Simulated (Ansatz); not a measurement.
# Compressing ZrO$_{2}$

These are results of Ansatz 0.2.0, DFT PBEsol, scalar-relativistic, plane waves, PAW, not measurements. Settings: 420 eV cutoff, 8×8×8 k-mesh, Gaussian smearing of 0.02 eV, no spin polarisation.

Reference structure (relaxed):

```xyz
3
Lattice="0.0000 2.5320 2.5320 2.5320 0.0000 2.5320 2.5320 2.5320 0.0000" Properties=species:S:1:pos:R:3 pbc="T T T"
Zr    0.0000    0.0000    0.0000
O     1.2660    1.2660    1.2660
O     3.7981    3.7981    3.7981
```

Cell and atoms are relaxed at each pressure within the symmetry of the start, at zero temperature, so transitions that lower the symmetry aren't seen. The k-mesh given is that at zero pressure and may differ at others. a, b and c are the lengths of the cell vectors above. Gaps are Kohn–Sham gaps over the whole zone.

| P (GPa) | V (Å³/atom) | V/V0 | a (Å) | b (Å) | c (Å) |
| --- | --- | --- | --- | --- | --- |
| -2 | 10.91 | 1.008 | 3.590 | 3.590 | 3.590 |
| 0 | 10.82 | 1.000 | 3.581 | 3.581 | 3.581 |
| 2 | 10.74 | 0.992 | 3.572 | 3.572 | 3.572 |
| 5 | 10.62 | 0.981 | 3.558 | 3.558 | 3.558 |
| 10 | 10.44 | 0.964 | 3.538 | 3.538 | 3.538 |
| 20 | 10.11 | 0.934 | 3.501 | 3.501 | 3.501 |
| 40 | 9.58 | 0.885 | 3.438 | 3.438 | 3.438 |

(1) What bulk modulus and pressure derivative fit these points?

(2) What does pressure do to the gap?

## Answers

(1) A third-order Birch–Murnaghan fit gives B0 = 255 GPa and B0' = 4.1.

(2) The gaps are 3.31 eV at -2 GPa, 3.33 eV at 0 GPa, 3.35 eV at 2 GPa, 3.38 eV at 5 GPa, 3.42 eV at 10 GPa, 3.50 eV at 20 GPa, 3.63 eV at 40 GPa.

This fluorite-type form isn't the usual stable structure of the compound.